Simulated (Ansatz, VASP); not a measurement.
# CdInCl3: VASP beside Ansatz, part 2 of 2

Wanted: the spread between two codes on one cell, functional and k mesh. The cell is generated by rule, not measured, and may not be a known phase. The two relaxations start from unlike cells of this crystal (the structure described is Ansatz's start), so only their ends are compared.

VASP 6.6.1 and Ansatz 0.2.0.

So far: Set-up; VASP: relaxation of cell and atoms, PBEsol.

The structure was built from a prototype and need not be the compound's stable phase.

### 3. Ansatz: relaxation of cell and atoms, PBEsol

Level of this step: Ansatz beside VASP: Kohn-Sham DFT, plane waves, PBEsol (Ansatz).

Ansatz runs on its PAW soft_1 files.

Its own start cell and the same functional and mesh now go to Ansatz, which takes its cutoff from its data sets.

The input, input.yaml:

```yaml
crystal:
  lattice:
    - [5.1238010668, 5.1238010668, 0.0]
    - [5.1238010668, 0.0, 5.1238010668]
    - [5.1238010668, 0.0, -5.1238010668]
  atoms:
    - { symbol: In, position: [0.0, 0.5, 0.5] }
    - { symbol: In, position: [0.0, 0.0, 0.0] }
    - { symbol: Cd, position: [0.5, 0.25, 0.75] }
    - { symbol: Cd, position: [0.5, 0.75, 0.25] }
    - { symbol: Cl, position: [0.5, 0.0585502825, 1.0585502825] }
    - { symbol: Cl, position: [0.5, 0.4414497175, 0.4414497175] }
    - { symbol: Cl, position: [0.0, 1.0, 0.5] }
    - { symbol: Cl, position: [0.0, 0.5, 0.0] }
    - { symbol: Cl, position: [0.5, -0.0585502825, 0.5585502825] }
    - { symbol: Cl, position: [0.5, 0.5585502825, -0.0585502825] }
kpoints:
  mp_grid: { grid: [6, 6, 6] }
hamiltonian:
  xc: pbesol
  pseudopotentials: { kind: paw, azcp: { folder: soft_1 }, xc_functional: pbe }
scf:
  occupations: { method: fixed }
output:
  forces: true
  stress: true
  eigenvalues: true
relax:
  adjacent_minimum: "off"
  f_tol: 0.002
  max_steps: 120
  cell: { stress_tol: 0.03 }
```

Launch:

```console
$ ansatz run input.yaml --threads 8 --pin off --max-ram 16384MiB --backend cpu --events-out ev --progress --plain --runs-dir out
```

Numbers of over 12 decimals in the logs are rounded to 6 here.

The program printed:

```text
Engine: ansatz 0.2.0, aarch64-unknown-linux-gnu
Pseudopotentials: kind: paw
Pseudopotential: In, paw, valence charge 13, recommended cutoff 420 eV (normal), soft_1/In.paw.azcp
Pseudopotential: Cd, paw, valence charge 20, recommended cutoff 420 eV (normal), soft_1/Cd.paw.azcp
Pseudopotential: Cl, paw, valence charge 7, recommended cutoff 420 eV (normal), soft_1/Cl.paw.azcp
Functional definition: PBEsol
  exchange = pbesol_x
  correlation = pbesol_c
Crystal: 10 atoms, lattice volume = 269.034 Å³
Basis set: ecut = 420 eV, 5209 PW (Γ), exchange–correlation on 100×100×100 points (8 copies of the dense FFT grid, shifted against one another)
Bands: 65, of which v1, the nominal top of the filled ones, is band 54 counted from 1 (53 counted from 0)
Symmetry: 16 space group operations
Space group: I4/mcm (ITA 140), of the structure as read, at distance tolerance 6.5e-5 Å
k-points: 30 of 216
Non-local potential: In, projectors of the file, l = 0: 2, l = 1: 2, l = 2: 2, l = 3: 1
Non-local potential: Cd, projectors of the file, l = 0: 3, l = 1: 2, l = 2: 2, l = 3: 1
Non-local potential: Cl, projectors of the file, l = 0: 2, l = 1: 2, l = 2: 1
PAW form: soft (Blöchl's): semilocal exchange-correlation on the pseudo side does not see the compensation charge
PAW frozen core: In, regenerated for the run's functional, and the local potential with it (the file was generated under x = pbe(κ = 0.804, μ = 0.219515), c = pbe(β = 0.066725))
PAW frozen core: Cd, regenerated for the run's functional, and the local potential with it (the file was generated under x = pbe(κ = 0.804, μ = 0.219515), c = pbe(β = 0.066725))
PAW frozen core: Cl, regenerated for the run's functional, and the local potential with it (the file was generated under x = pbe(κ = 0.804, μ = 0.219515), c = pbe(β = 0.066725))
PAW one-centre angular grid: In, 590 points (default); XC on 64 Gauss nodes
PAW one-centre angular grid: Cd, 590 points (default); XC on 64 Gauss nodes
PAW one-centre angular grid: Cl, 110 points (default); XC on 64 Gauss nodes
Initial density: superposition of atomic densities (chi_scale 0.1, normalization cell, long waves kept (reshape's long-wave potential 0.01 eV rms))
Initial wavefunctions: pseudopotential atomic-orbital guess
Functional: x = pbesol(κ = 0.804, μ = 0.123457), c = pbesol(β = 0.046)
SCF iter   1: F=—  HF=-33796.458541 eV  |F-HF|=—  |Δ(HF+E_count)|=         —  Δρ=5.23e-2  dr2=8.51e0  ethr=3.10e-3  ⟨swp⟩=4.8  Hψ=6324  notcnv=0  defer=222
preconditioner: auto → Resta (q_TF=auto, 2.343 Å⁻¹)  ε∞=3.8  [insulator: Δε(μ)=1.235 eV  Ē_g=12.956 eV  n_scr=58 (ndim 8)  ℏωp=21.7 eV  f_vac=0.015  ε∞_Penn≈3.8]
SCF iter   2: F=—  HF=-33793.396563 eV  |F-HF|=—  |Δ(HF+E_count)|=    3.06e0  Δρ=1.37e-2  dr2=5.83e-1  ethr=3.10e-3  ⟨swp⟩=3.0  Hψ=4204  notcnv=0  defer=213
SCF iter   3: F=—  HF=-33793.207261 eV  |F-HF|=—  |Δ(HF+E_count)|=   1.89e-1  Δρ=5.62e-3  dr2=8.51e-2  ethr=5.40e-4  ⟨swp⟩=3.0  Hψ=3221  notcnv=0  defer=261
SCF iter   4: F=—  HF=-33793.185300 eV  |F-HF|=—  |Δ(HF+E_count)|=   2.20e-2  Δρ=1.04e-3  dr2=3.87e-3  ethr=7.88e-5  ⟨swp⟩=3.0  Hψ=3505  notcnv=0  defer=266
SCF iter   5: F=—  HF=-33793.185539 eV  |F-HF|=—  |Δ(HF+E_count)|=   2.39e-4  Δρ=3.22e-4  dr2=3.25e-4  ethr=3.58e-6  ⟨swp⟩=2.4  Hψ=3055  notcnv=0  defer=267
SCF iter   6: F=—  HF=-33793.185768 eV  |F-HF|=—  |Δ(HF+E_count)|=   2.29e-4  Δρ=6.26e-5  dr2=1.19e-5  ethr=3.01e-7  ⟨swp⟩=2.5  Hψ=3287  notcnv=0  defer=266
SCF iter   7: F=—  HF=-33793.185659 eV  |F-HF|=—  |Δ(HF+E_count)|=   1.09e-4  Δρ=1.36e-5  dr2=7.84e-7  ethr=1.10e-8  ⟨swp⟩=2.0  Hψ=3195  notcnv=0  defer=238
SCF iter   8: F=—  HF=-33793.185660 eV  |F-HF|=—  |Δ(HF+E_count)|=   8.17e-7  Δρ=6.22e-6  dr2=1.33e-7  ethr=9.26e-11  ⟨swp⟩=17.2  Hψ=11783  notcnv=0
SCF iter   9: F=-33793.185660 eV  HF=-33793.185660 eV  |F-HF|=5.35e-9  |Δ(HF+E_count)|=   4.78e-8  Δρ=1.16e-6  dr2=4.74e-9  ethr=9.26e-11  ⟨swp⟩=4.3  Hψ=5920  notcnv=0
SCF 1 converged in 9 iterations: F = -33793.185660 eV  dr2 = 4.74e-9
  greatest PAW one-centre occupation: 1.000 electrons in one spin orbital (limit 2), on the Cd atom at site 3 (counted from 0), in its partial waves of l = 0
relax step   1: F+E_penalty+E_count = -33793.18565990 eV  Δ(F+E_penalty+E_count) = +0.000e0 eV  max|allowed force component| = 7.482e-3 eV/Å  Δτ_max = 0.0000 Å  P = -0.680 GPa  Ω = 269.034 Å³  (9 SCF iters, dr2 threshold 1.00e-7 eV, accepted)
[...]
relax step   5: F+E_penalty+E_count = -33793.25109630 eV  Δ(F+E_penalty+E_count) = -1.445e-5 eV  max|allowed force component| = 6.091e-4 eV/Å  Δτ_max = 0.0012 Å  P = +0.000 GPa  Ω = 261.528 Å³  energy of the carried Pulay correction = +7.010e-4 eV  (5 SCF iters, dr2 threshold 2.57e-10 eV, accepted)
[...]
relax step   6: F+E_penalty+E_count = -33793.25043172 eV  Δ(F+E_penalty+E_count) = +6.646e-4 eV  max|allowed force component| = 6.327e-4 eV/Å  Δτ_max = 0.0000 Å  P = -0.001 GPa  Ω = 261.528 Å³  stress off target by 1.38e-3 GPa  SCF on the basis re-selected at this cell (its energy is not comparable with the rows above)  (6 SCF iters)
basis re-selected at this cell: Δ(F+E_penalty+E_count) = +6.646e-4 eV, ΔP = -0.002 GPa vs the last step (what re-selecting the basis moved, of the pressure what is left beyond the Pulay correction that the steps carried, after the strain that the cell walked since its last selection, with what the two solves' SCF thresholds leave and, on support functions, any second-order correction that the steps lacked; it is no measure of the basis error at this ecutwfc). The dense FFT grid was sized anew with the basis: this SCF ran on 50×48×48 points, the steps before it on 50×50×50, so part of this shift can come from that change (see relax.cell in the input reference). [rest of the remark cut]
SCF converged after 6 iterations
Free energy (F): -33793.250432 eV
Harris-Foulkes:  -33793.250432 eV  (|F-HF|=1.46e-11)
Internal energy: -33793.250432 eV  (E = F + TS)
E sigma→0 (E₀):  -33793.250432 eV
Fermi energy:    4.766434 eV
--- Per-component energies (eV) ---
  E_band       = -1299.890470
  E_kinetic    = 2219.410174
  E_local      = -12411.987683  (includes V_loc(G=0)·N_el)
  E_nonlocal   = 1097.412499
  E_hartree    = 5364.797563
  E_xc         = -1232.542112
  E_vxc        = -1265.249763  (∫ρ·V_xc dr)
  E_paw        = -20174.138712  (= ΣΔE_a)
  E_vpaw       = -1669.072438  (= ΣTr[D̂ρ^β])
  E_aug_tail   = 0.001523  (compensation charges beyond the density's cutoff)
  E_ewald      = -8657.830006
  E_core_change = 1.626322  (= ΣΔE_core)
  E_smearing   = -0.000000  (= −TS)
  E_closure    = 0.000000  (closes the sum)
  Σ components = -33793.250432   (vs F -33793.250432, Δ=0.00e0)
--- Forces (eV/Å), atoms counted from 1 ---
  atom   1  In     0.00000000     0.00000000     0.00000000
  atom   2  In     0.00000000     0.00000000     0.00000000
  atom   3  Cd    -0.00000000    -0.00000000    -0.00000000
  atom   4  Cd    -0.00000000     0.00000000     0.00000000
  atom   5  Cl     0.00063273     0.00000000     0.00000000
  atom   6  Cl    -0.00063273     0.00000000     0.00000000
  atom   7  Cl     0.00000000     0.00000000    -0.00000000
  atom   8  Cl     0.00000000     0.00000000    -0.00000000
  atom   9  Cl     0.00000000    -0.00000000    -0.00063273
  atom  10  Cl     0.00000000    -0.00000000     0.00063273
  max |Σ_I F_I| component: 1.39e-17 eV/Å
--- Stress (GPa, compression-positive) ---
       -0.000990       0.000000       0.000000
        0.000000      -0.001378       0.000000
        0.000000       0.000000      -0.000990
  P = ⅓ Tr σ = -0.0011 GPa (-0.011 kbar)
--- Band table (eV; the first three rows and the last of 30) ---
  k-point 0: bands = [... 50 lower, 3.5828, 3.8915, 3.9375, 4.2297, 6.3950, 9.9169, 9.9169, 10.0513, ... 7 higher]
  k-point 1: bands = [... 50 lower, 3.7498, 3.7826, 3.8742, 4.2572, 6.6523, 9.4692, 9.5906, 9.8327, ... 7 higher]
  k-point 2: bands = [... 50 lower, 3.4957, 3.5724, 4.2639, 4.3602, 7.3276, 8.7797, 8.8503, 9.3204, ... 7 higher]
  k-point 29: bands = [... 50 lower, 3.3234, 3.8917, 3.9385, 4.6210, 8.3889, 9.0112, 9.1304, 9.1304, ... 7 higher]
--- Relaxed structure (5 steps of the walk, 5 accepted, 1 SCFs on fresh bases) ---
  F+E_penalty+E_count = -33793.25043172 eV   max|allowed force component| = 6.327e-4 eV/Å   (the final SCF, on the basis selected at the relaxed cell)
  cell:  # Å, volume = 261.5282 Å³
    - [4.984531, 5.263079, 0]
    - [4.984531, 0, 4.984531]
    - [4.984531, 0, -4.984531]
  atoms:
    - { symbol: In, position: [0, 0.5, 0.5] }
    - { symbol: In, position: [0, -1.0791658394984111e-19, 1.713969274497475e-19] }
    - { symbol: Cd, position: [0.5, 0.250000, 0.750000] }
    - { symbol: Cd, position: [0.5, 0.750000, 0.250000] }
    - { symbol: Cl, position: [0.5, 0.067515, 1.067515] }
    - { symbol: Cl, position: [0.5, 0.432485, 0.432485] }
    - { symbol: Cl, position: [0, 1.0, 0.500000] }
    - { symbol: Cl, position: [0, 0.5, 0.0] }
    - { symbol: Cl, position: [0.5, -0.067515, 0.567515] }
    - { symbol: Cl, position: [0.5, 0.567515, -0.067515] }
```

Reading the cycles: dr2 is the Hartree energy of the density residual (eV), the measure of convergence; HF is the Harris–Foulkes estimate of the energy, which meets the free energy F at convergence.

### 4. Side by side

Known differences besides the potentials themselves: fixed occupations in Ansatz, narrow Gaussian smearing in VASP; the data sets hold 108 valence electrons in Ansatz (on its PAW soft_1 files) and 92 in VASP; the cutoff is 420 eV in Ansatz and 500 eV in VASP; Ansatz makes its cores anew for this functional, VASP keeps those of its PBE data sets; Ansatz adds a Pulay correction to the stress that steers its cell, VASP none. Total energies have different zeros and are not compared.

The two programs side by side:

| quantity | Ansatz | VASP | difference |
| --- | --- | --- | --- |
| volume (Å³) | 261.53 | 262.35 | -0.31 % |
| edge a after relaxation, in the typed setting (Å) | 7.249 | 7.256 | -0.11 % |
| edge b after relaxation, in the typed setting (Å) | 7.049 | 7.056 | -0.10 % |

### 5. Results

```
difference in volume (relaxation of cell and atoms, PBEsol) : -0.31 %
```

The difference in volume is -0.31 % (relaxation of cell and atoms, PBEsol), within the 1.2 % picked in this series as the mark of a large difference, as far as the stopping tolerances let one tell. The data sets hold unlike numbers of valence electrons (108 in Ansatz and 92 in VASP), so part of the differences comes from the potentials. 1 further run of this series is not shown here. How closely two codes agree says nothing of how well the functional describes the real material.

[Lines on the potential files, build, host, timing and source positions are cut from VASP's logs without a mark.]

[Logs are printed without paths, hosts, clocks, repeated set-up lines and the standing remarks that a program may print on its own settings, such as how far it seeks lower states.]

[Hosts, paths, dates, database ids (printed as entryN), source tags and the programs' standing remarks are cut or masked in the printed files.]
